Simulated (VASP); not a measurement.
# C (Fd-3m) in VASP: a series of runs

The runs below take C through dielectric tensor, with LDA.

Everything below comes from runs of VASP 6.6.1. Logs are shortened: lines on timing, memory, paths and dates and some standing lists are left out, and cuts for length are marked.

**1. The structure**

Symmetry: Fd-3m, No. 227, cubic system. The conventional cell has a = 3.567 Å, b = 3.567 Å, c = 3.567 Å, α = 90.00°, β = 90.00°, γ = 90.00°. C (site symmetry -43m) has 4 C at 1.54 Å as nearest neighbours.

This isn't the form of C at room conditions, which is graphite.

**2. Dielectric tensor, LDA**

Input file INCAR:

```
SYSTEM = C
  ALGO = Normal
  EDIFF = 1E-8
  ENCUT = 340
  ISIF = 2
  ISMEAR = 0
  LASPH = .TRUE.
  LCHARG = .FALSE.
  LEPSILON = .TRUE.
  LREAL = .FALSE.
  LWAVE = .FALSE.
  NELM = 100
  PREC = Accurate
  SIGMA = 0.01
```

Input file KPOINTS:

```
k-points
0
G
  8 8 8
  0 0 0
```

Input file POSCAR:

```
C
1.0
    0.0000000000      1.7833700000      1.7833700000
    1.7833700000      0.0000000000      1.7833700000
    1.7833700000      1.7833700000      0.0000000000
C
2
Direct
    0.7500000000      0.7500000000      0.7500000000
    0.5000000000      0.5000000000      0.5000000000
```

Potentials or basis: VASP PAW LDA potentials, release 64 (C).

Command:

```sh
cat potpaw_LDA.64/C/POTCAR > POTCAR
mpirun -np 1 vasp_std > vasp.out
```

OUTCAR:

```text
SYSTEM = C
   EDIFF = 1E-8
   ENCUT = 340
   ISIF = 2
   ISMEAR = 0
   LASPH = .TRUE.
   LEPSILON = .TRUE.
   LREAL = .FALSE.
   NELM = 100
   PREC = Accurate

 Found     29 irreducible k-points:

 Following reciprocal coordinates:
            Coordinates               Weight
  0.000000  0.000000  0.000000      1.000000
  0.125000  0.000000  0.000000      8.000000
  0.250000  0.000000  0.000000      8.000000
  0.375000  0.000000  0.000000      8.000000
  0.500000  0.000000  0.000000      4.000000
  0.125000  0.125000  0.000000      6.000000
   k-points           NKPTS =     29   k-points in BZ     NKDIM =     29   number of bands    NBANDS=      8
   number of dos      NEDOS =    301   number of ions     NIONS =      2
   total plane-waves  NPLWV =   4096
   dimension x,y,z NGX =    16 NGY =   16 NGZ =   16
   dimension x,y,z NGXF=    32 NGYF=   32 NGZF=   32
   ions per type =               2
   NGX,Y,Z   is equivalent  to a cutoff of  10.55, 10.55, 10.55 a.u.
   NGXF,Y,Z  is equivalent  to a cutoff of  21.09, 21.09, 21.09 a.u.
 SYSTEM =  C
   PREC   = accura    normal or accurate (medium, high low for compatibility)
   ISTART =      0    job   : 0-new  1-cont  2-samecut
   ICHARG =      2    charge: 1-file 2-atom 10-const
   ISPIN  =      1    spin polarized calculation?
   LNONCOLLINEAR =      F non collinear calculations
   LSORBIT =      F    spin-orbit coupling
   LASPH  =      T    aspherical Exc in radial PAW
   ENCUT  =  340.0 eV  24.99 Ry    5.00 a.u.   3.79  3.79  3.79*2*pi/ulx,y,z
   NELM   =    100;   NELMIN=  2; NELMDL= -5     # of ELM steps
   EDIFF  = 0.1E-07   stopping-criterion for ELM
   LREAL  =      F    real-space projection
   EDIFFG = 0.1E-06   stopping-criterion for IOM
   NSW    =      0    number of steps for IOM
   IBRION =     -1    ionic relax: 0-MD 1-quasi-New 2-CG
   NFREE  =      0    steps in history (QN), initial steepest desc. (CG)
   ISIF   =      2    stress and relaxation
   ISYM   =      2    0-nonsym 1-usesym 2-fastsym
   POTIM  = 0.5000    time-step for ionic-motion
   TEBEG  =    0.0;   TEEND  =   0.0 temperature during run
   PSTRESS=    0.0 pullay stress
   NELECT =       8.0000    total number of electrons
   NUPDOWN=      -1.0000    fix difference up-down
   EMIN   =  10.00;   EMAX   =-10.00  energy-range for DOS
   EFERMI =   0.00;   METHOD = LEGACY
   ISMEAR =     0;   SIGMA  =   0.01  broadening in eV -4-tet -1-fermi 0-gaus
   EFERMI_NEDOS =   21; number of points for ismear=-14 and -15
   IALGO  =     38    algorithm
   IMIX   =      4    mixing-type and parameters
     AMIX     =   0.40;   BMIX     =  1.00
     AMIX_MAG =   1.60;   BMIX_MAG =  1.00
  volume/ion in A,a.u.               =       5.67        38.28
  Fermi-wavevector in a.u.,A,eV,Ry     =   1.457203  2.753714 28.891161  2.123440
  Thomas-Fermi vector in A             =   2.574032
   LORBIT       =      0    0 simple, 1 ext, 2 COOP (PROOUT), +10 PAW based schemes
   GGA     = CA    functional components
   LHFCALC =     F    Hartree Fock is set to
   AEXX    =    0.0000 exact exchange contribution
   IVDW    =     0    specifies the selected vdW correction
   LEPSILON=     T    determine dielectric tensor
   LRPA    =     F    only Hartree local field effects (RPA)
 non-spin polarized calculation
 Gauss-broadening in eV      SIGMA  =   0.01
  energy-cutoff  :      340.00
  volume of cell :       11.34
 maximum number of plane-waves:       169
   NGX =  7   NGY =  7   NGZ =  7

--------------------------------------- Ionic step        1  -------------------------------------------

 number of electron       7.9999995 magnetization

 E-fermi :   9.8206     XC(G=0): -13.5014

 val. band max:        9.7220585741   @ k =   0.0000   0.0000   0.0000
 cond. band min:      13.8363758016   @ k =   0.3750   0.3750   0.0000
 fundamental gap:      4.1143172275
 Fermi energy:         9.8206209970

 k-point     1 :       0.0000    0.0000    0.0000
  band No.  band energies     occupation
      1     -11.6081      2.00000
      2       9.7221      2.00000
      3       9.7221      2.00000
      4       9.7221      2.00000
      5      15.2963      0.00000
      6      15.2963      0.00000
      7      15.2963      0.00000
      8      23.2445      0.00000

 k-point     2 :       0.1250    0.0000    0.0000
  band No.  band energies     occupation
      1     -11.1764      2.00000
      2       7.3379      2.00000
      3       9.0770      2.00000
      4       9.0770      2.00000
      5      16.1561      0.00000
      6      16.1561      0.00000
      7      16.6288      0.00000
      8      23.5693      0.00000

 k-point     3 :       0.2500    0.0000    0.0000
  band No.  band energies     occupation
      1      -9.8939      2.00000
      2       3.1894      2.00000
      3       7.9893      2.00000
      4       7.9893      2.00000
      5      17.5142      0.00000
      6      17.5142      0.00000
      7      17.9329      0.00000
      8      24.4129      0.00000

 k-point     4 :       0.3750    0.0000    0.0000
  band No.  band energies     occupation
      1      -7.8222      2.00000
      2      -0.8867      2.00000
      3       7.2204      2.00000
      4       7.2204      2.00000
      5      18.1060      0.00000
      6      18.1060      0.00000
      7      18.5495      0.00000
      8      25.0875      0.00000

 k-point     5 :       0.5000    0.0000    0.0000
  band No.  band energies     occupation
      1      -5.7723      2.00000
      2      -3.6444      2.00000
      3       6.9453      2.00000
      4       6.9453      2.00000
      5      18.1551      0.00000
      6      18.1551      0.00000
      7      18.7155      0.00000
      8      25.1978      0.00000

 k-point     6 :       0.1250    0.1250    0.0000
  band No.  band energies     occupation
      1     -11.0327      2.00000
      2       7.9990      2.00000
      3       7.9990      2.00000
      4       8.4566      2.00000
      5      14.9063      0.00000
      6      17.5152      0.00000
      7      17.5152      0.00000
      8      23.1600      0.00000

 [... further k-points ...]

  FORCE on cell =-STRESS in cart. coord.  units (eV):
  Direction    XX          YY          ZZ          XY          YZ          ZX
  --------------------------------------------------------------------------------------
  -------------------------------------------------------------------------------------
  Total       -1.6946657     -1.6946657     -1.6946657      0.0000000      0.0000000      0.0000000
  in kB     -239.3537550   -239.3537550   -239.3537550      0.0000000      0.0000000      0.0000000
  external PRESSURE =    -239.3537550 kB  Pullay stress =       0.0000000 kB

 VOLUME and BASIS-vectors are now :
 -----------------------------------------------------------------------------
  energy-cutoff  :      340.00
  volume of cell :       11.34
      direct lattice vectors                 reciprocal lattice vectors
     0.000000000  1.783370000  1.783370000    -0.280368067  0.280368067  0.280368067
     1.783370000  0.000000000  1.783370000     0.280368067 -0.280368067  0.280368067
     1.783370000  1.783370000  0.000000000     0.280368067  0.280368067 -0.280368067

 POSITION                                       TOTAL-FORCE (eV/Angst)
 -----------------------------------------------------------------------------------
      2.67505      2.67505      2.67505         0.000000      0.000000      0.000000
      1.78337      1.78337      1.78337        -0.000000     -0.000000     -0.000000
 -----------------------------------------------------------------------------------
    total drift:                                0.000000      0.000000      0.000000

  FREE ENERGIE OF THE ION-ELECTRON SYSTEM (eV)
  ---------------------------------------------------
  free  energy   TOTEN  =       -20.2946923080 eV

  energy  without entropy=      -20.2946923080  energy(sigma->0) =      -20.29469231

 HEAD OF MICROSCOPIC STATIC DIELECTRIC TENSOR (INDEPENDENT PARTICLE, excluding Hartree and local field effects)
 ------------------------------------------------------
           6.031075    -0.000000     0.000000
           0.000000     6.031075     0.000000
          -0.000000     0.000000     6.031075
 ------------------------------------------------------

 Free energy of the ion-electron system (eV)
  ---------------------------------------------------
  ---------------------------------------------------
  free energy    TOTEN  =        -0.16101975 eV

  energy without entropy =       -0.16101975

------------------------ aborting loop because EDIFF is reached ----------------------------------------

--------------------------------------- Ionic step        2  -------------------------------------------

------------------------ aborting loop because EDIFF is reached ----------------------------------------

--------------------------------------- Ionic step        3  -------------------------------------------

 Free energy of the ion-electron system (eV)
  ---------------------------------------------------
  ---------------------------------------------------
  free energy    TOTEN  =        -0.16102313 eV

  energy without entropy =       -0.16102313

------------------------ aborting loop because EDIFF is reached ----------------------------------------

 PIEZOELECTRIC TENSOR FIELD DIRECTION 3  (e Angst)
 -----------------------------------------------------------------------------
     0.00011 -0.00000  0.00000           ( -0.00000 -0.00000  0.00000)
    -0.00000  0.00011  0.00000           ( -0.00000 -0.00000  0.00000)
     0.00000  0.00000 -0.00062           (  0.00000  0.00000 -0.00001)

 PIEZOELECTRIC TENSOR FIELD DIRECTION 3  (C/m^2)
 -----------------------------------------------------------------------------
     0.00016 -0.00000  0.00000
    -0.00000  0.00016  0.00000
     0.00000  0.00000 -0.00087

 MACROSCOPIC STATIC DIELECTRIC TENSOR (including local field effects in DFT)
 ------------------------------------------------------
           5.850508    -0.000000     0.000000
           0.000000     5.850508    -0.000000
           0.000000     0.000000     5.850508
 ------------------------------------------------------

 PIEZOELECTRIC TENSOR (including local field effects)  for field in x, y, z        (e  Angst)
          XX          YY          ZZ          XY          YZ          ZX
  --------------------------------------------------------------------------------
  x     0.00000    -0.00000    -0.00000     0.00000     0.00000    -0.00000
  y    -0.00000    -0.00000     0.00000    -0.00000     0.00000    -0.00000
  z     0.00000     0.00000     0.00000     0.00000    -0.00000     0.00000

 PIEZOELECTRIC TENSOR (including local field effects)  for field in x, y, z        (C/m^2)
          XX          YY          ZZ          XY          YZ          ZX
  --------------------------------------------------------------------------------
  x     0.00000    -0.00000    -0.00000     0.00000     0.00000    -0.00000
  y    -0.00000    -0.00000     0.00000    -0.00000     0.00000    -0.00000
  z     0.00000     0.00000     0.00000     0.00000    -0.00000     0.00000

 BORN EFFECTIVE CHARGES (including local field effects) (in |e|, cummulative output)
 ---------------------------------------------------------------------------------
 ion    1
    1     0.00000     0.00000     0.00000
    2     0.00000     0.00000     0.00000
    3    -0.00000    -0.00000     0.00000
 ion    2
    1    -0.00000     0.00000    -0.00000
    2    -0.00000    -0.00000    -0.00000
    3     0.00000     0.00000    -0.00000
```

Wall time 7.2 s (1 thread of Intel Xeon Platinum 8559C (Emerald Rapids), shared host); peak memory 0.1 GiB.

The run converged, but a check on its numbers failed (symmetry, net force, bounds or a known fault of this set-up), so they aren't taken as properties of the crystal.

Caveat: the cutoff lies under the usual one of these potentials, so the numbers hold a large basis-set error.

**3. Dielectric tensor, LDA**

INCAR: that of step 2 with these lines changed.

```diff
@@ -3,3 +3,3 @@
   EDIFF = 1E-8
-  ENCUT = 340
+  ENCUT = 520
   ISIF = 2
```

Input file KPOINTS:

```
k-points
0
G
  7 7 7
  0 0 0
```

POSCAR is that of step 2.

Potentials or basis: VASP PAW LDA potentials, release 64 (C).

Command:

```sh
cat potpaw_LDA.64/C/POTCAR > POTCAR
mpirun -np 1 vasp_std > vasp.out
```

OUTCAR:

```text
SYSTEM = C
   EDIFF = 1E-8
   ENCUT = 520
   ISIF = 2
   ISMEAR = 0
   LASPH = .TRUE.
   LEPSILON = .TRUE.
   LREAL = .FALSE.
   NELM = 100
   PREC = Accurate

 Found     20 irreducible k-points:

 Following reciprocal coordinates:
            Coordinates               Weight
  0.000000  0.000000  0.000000      1.000000
  0.142857  0.000000  0.000000      8.000000
  0.285714  0.000000  0.000000      8.000000
  0.428571  0.000000  0.000000      8.000000
  0.142857  0.142857  0.000000      6.000000
  0.285714  0.142857  0.000000     24.000000
   k-points           NKPTS =     20   k-points in BZ     NKDIM =     20   number of bands    NBANDS=      8
   number of dos      NEDOS =    301   number of ions     NIONS =      2
   total plane-waves  NPLWV =   8000
   dimension x,y,z NGX =    20 NGY =   20 NGZ =   20
   dimension x,y,z NGXF=    40 NGYF=   40 NGZF=   40
   ions per type =               2
   NGX,Y,Z   is equivalent  to a cutoff of  13.18, 13.18, 13.18 a.u.
   NGXF,Y,Z  is equivalent  to a cutoff of  26.37, 26.37, 26.37 a.u.
 SYSTEM =  C
   PREC   = accura    normal or accurate (medium, high low for compatibility)
   ISTART =      0    job   : 0-new  1-cont  2-samecut
   ICHARG =      2    charge: 1-file 2-atom 10-const
   ISPIN  =      1    spin polarized calculation?
   LNONCOLLINEAR =      F non collinear calculations
   LSORBIT =      F    spin-orbit coupling
[... 177 lines left out ...]
  free energy    TOTEN  =        -0.16368036 eV

  energy without entropy =       -0.16368036

------------------------ aborting loop because EDIFF is reached ----------------------------------------

 PIEZOELECTRIC TENSOR FIELD DIRECTION 3  (e Angst)
 -----------------------------------------------------------------------------
     0.00019 -0.00000  0.00000           ( -0.00000 -0.00000  0.00000)
     0.00000  0.00019  0.00000           ( -0.00000 -0.00000  0.00000)
     0.00000  0.00000 -0.00076           (  0.00000  0.00000 -0.00000)

 PIEZOELECTRIC TENSOR FIELD DIRECTION 3  (C/m^2)
 -----------------------------------------------------------------------------
     0.00027 -0.00000  0.00000
     0.00000  0.00027  0.00000
     0.00000  0.00000 -0.00108

 MACROSCOPIC STATIC DIELECTRIC TENSOR (including local field effects in DFT)
 ------------------------------------------------------
           5.933225    -0.000000     0.000000
           0.000000     5.933225    -0.000000
          -0.000000     0.000000     5.933225
 ------------------------------------------------------

 PIEZOELECTRIC TENSOR (including local field effects)  for field in x, y, z        (e  Angst)
          XX          YY          ZZ          XY          YZ          ZX
  --------------------------------------------------------------------------------
  x    -0.00000    -0.00000     0.00000     0.00000    -0.00000    -0.00000
  y     0.00000    -0.00000    -0.00000    -0.00000    -0.00000     0.00000
  z     0.00000     0.00000    -0.00000    -0.00000    -0.00000     0.00000

 PIEZOELECTRIC TENSOR (including local field effects)  for field in x, y, z        (C/m^2)
          XX          YY          ZZ          XY          YZ          ZX
  --------------------------------------------------------------------------------
  x    -0.00000    -0.00000     0.00000     0.00000    -0.00000    -0.00000
  y     0.00000    -0.00000    -0.00000    -0.00000    -0.00000     0.00000
  z     0.00000     0.00000    -0.00000    -0.00000    -0.00000     0.00000

 BORN EFFECTIVE CHARGES (including local field effects) (in |e|, cummulative output)
 ---------------------------------------------------------------------------------
 ion    1
    1     0.00000     0.00000     0.00000
    2     0.00000     0.00000    -0.00000
    3     0.00000     0.00000     0.00000
 ion    2
    1     0.00000    -0.00000    -0.00000
    2    -0.00000     0.00000     0.00000
    3    -0.00000    -0.00000     0.00000
```

stdout:

```text
POSCAR found type information on POSCAR C
 POSCAR found :  1 types and       2 ions
 scaLAPACK will be used
 LDA part: xc-table for (Slater(with rela. corr.)+CA(PZ))
 , standard interpolation
 POSCAR, INCAR and KPOINTS ok, starting setup
 FFT: planning ... GRIDC
 FFT: planning ... GRID_SOFT
 FFT: planning ... GRID
 WAVECAR not read
 entering main loop
 Linear response reoptimize wavefunctions to high precision
 Linear response G [H, r] |phi>, progress :
  Direction:   1
 Linear response G [H, r] |phi>, progress :
  Direction:   2
 Linear response G [H, r] |phi>, progress :
  Direction:   3
 Linear response to external field (no local field effect), progress :
  Direction:   1
 dielectric tensor                  component  1 :     7.129     2.844     0.767
 Linear response to external field (no local field effect), progress :
  Direction:   2
 dielectric tensor                  component  2 :     2.844     7.124    -0.926
 Linear response to external field (no local field effect), progress :
  Direction:   3
 dielectric tensor                  component  3 :     0.767    -0.926     4.093
 Linear response to external field, progress :
  Direction:   1
 dielectric tensor                  component  1 :     5.933     1.974     0.473
 Linear response to external field, progress :
  Direction:   2
 dielectric tensor                  component  2 :     1.736     5.933    -0.445
 Linear response to external field, progress :
  Direction:   3
 dielectric tensor                  component  3 :     0.231     1.060     5.933
 Born effective charges drift removed
```

Wall time 14 s (1 thread of Intel Xeon Platinum 8559C (Emerald Rapids), shared host); peak memory 0.11 GiB.

These settings aren't checked as converged: the numbers below hold their error.

Results:

| Item | Value |
| --- | --- |
| Band gap on the k mesh | 4.22 eV, indirect (least direct gap 5.54 eV) |
| Electronic dielectric tensor (diagonal) | 5.93 |
| Born charges (mean of the diagonal) | C +0.00 e |

Caveat: the k mesh is coarse (spacing up to 0.44 Å⁻¹), so the values aren't converged; an odd mesh through Γ misses points on the zone boundary, where band edges often lie.

(Part 1 of 3 ends here.)
